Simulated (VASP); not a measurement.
Crystal: CdF2.

```
Cd F
1.0
     0.00000    2.69400    2.69400
     2.69400    0.00000    2.69400
     2.69400    2.69400    0.00000
Cd F
1 2
Direct
  0.00000 0.00000 0.00000
  0.75000 0.75000 0.75000
  0.25000 0.25000 0.25000
```

Base run:

| Item | Value |
| --- | --- |
| Program | VASP 6.6.1 |
| Functional | r2SCAN-EpsX |
| Potentials or basis | VASP PAW PBE potentials, release 64 (Cd, F) |
| Cutoff | 520 eV |
| k mesh | 6 × 6 × 6 |
| Occupations | gaussian, width 0.02 eV |
| Spin | no spin polarisation |

Its results: band gap on the k mesh 7.54 eV, indirect (least direct gap 8.13 eV); pressure -1.5 GPa.

Task: The run is repeated on the same cell with these changes: functional from r2SCAN-EpsX to HSE03. What comes out?

Result: Band gap on the k mesh 4.91 eV, indirect (least direct gap 5.47 eV); pressure 2.8 GPa.

Caveats: the PAW data sets were made with another functional, which shifts forces and pressure a little.
